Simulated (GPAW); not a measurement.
Input of a GPAW 26.7.0 run:

run.py

```python
from ase import Atoms
from ase.filters import FrechetCellFilter
from ase.io import write
from ase.optimize import BFGS
from ase.units import GPa
from gpaw import GPAW, PW, setup_paths

setup_paths.insert(0, '.')

atoms = Atoms(['P', 'B'],
              cell=[[0.0, 2.269, 2.269],
                    [2.269, 0.0, 2.269],
                    [2.269, 2.269, 0.0]],
              scaled_positions=[[0.75, 0.75, 0.75],
                                [0.0, 0.0, 0.0]],
              pbc=True)

calc = GPAW(mode=PW(800),
            xc='PBEsol',
            kpts={'size': (10, 10, 10), 'gamma': True},
            occupations={'name': 'fermi-dirac', 'width': 0.05},
            nbands=11,
            convergence={'density': 1e-05, 'forces': 0.0001},
            maxiter=150,
            txt='gpaw.txt')
atoms.calc = calc
opt = BFGS(FrechetCellFilter(atoms, scalar_pressure=20 * GPa), trajectory='relax.traj', logfile='-')
done = opt.run(fmax=0.02, steps=60)
calc.write('gs.gpw')
write('result.traj', atoms)
print('Converged:', done)
print('Cell:', atoms.cell.cellpar().round(4))
print('Volume:', round(atoms.get_volume(), 4))
print(atoms.get_scaled_positions().round(5))
```

Potentials or basis: PAW data sets generated in the run's folder for this functional, pw.

Command:

```console
$ gpaw-setup -f PBEsol B P
$ OMP_NUM_THREADS=1 python run.py
```

(1) Predict the band gap on the k mesh.

(2) What does it give for the space group after relaxing (to 0.05 Å)?

(3) Predict the relaxed volume.

(4) Predict the relaxed cell.

## Answers

(1) 0.99 eV, indirect (least direct gap 3.55 eV).

(2) F-43m (No. 216).

(3) 10.49 Å³/atom.

(4) a = 3.095 Å, b = 3.095 Å, c = 3.095 Å, α = 60.00°, β = 60.00°, γ = 60.00°.

Caveat: later steps reuse the first step's grids.
